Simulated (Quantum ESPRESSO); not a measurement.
**HgTe under changes of volume**

One of the cells (28.929 Å³/atom); the others are scaled copies at fixed shape and fractional positions:

```
Hg Te
1.0
    -3.04560    3.04560    1.55941
     3.04560   -3.04560    1.55941
     3.04560    3.04560   -1.55941
Hg Te
1 1
Cartesian
  0.0000 3.0456 0.7797
  0.0000 0.0000 0.0000
```

Measurements of this composition are mostly on another form, of space group No. 216.

```yaml
Program: Quantum ESPRESSO 7.5
Functional: PBEsol
Potentials_or_basis: GBRV 1.5 PBEsol
Cutoff: 612 eV
Density_cutoff: 4898 eV
k_mesh: 10 × 10 × 10
Occupations: fermi-dirac, width 0.05 eV
Spin: no spin polarisation
```

```csv
volume (Å³/atom),energy over the lowest point (meV/atom),pressure (GPa)
27.193,0.00,-0.6
27.772,4.13,-1.6
28.351,11.66,-2.5
28.929,22.17,-3.3
29.508,35.27,-4.0
30.086,?,?
30.665,67.94,-5.0
```

Problem. What does the run at 30.086 Å³/atom give?

Solution. Energy over the lowest point 50.63 meV/atom; pressure -4.5 GPa.

Worked out: A Birch-Murnaghan fit of order 3 (a polynomial in V^(-2/3)) to the other rows has its minimum at 26.87 Å³/atom, just outside them, with B0 = V·E''(V) = 54 GPa and B' = 5.3 at fixed shape and positions, which overstates the stiffness. It gives 50.61 meV/atom at 30.086 Å³/atom, against the run's 50.63, and -dE/dV = -4.5 GPa, against -4.5.

Energies are extrapolated to zero smearing.
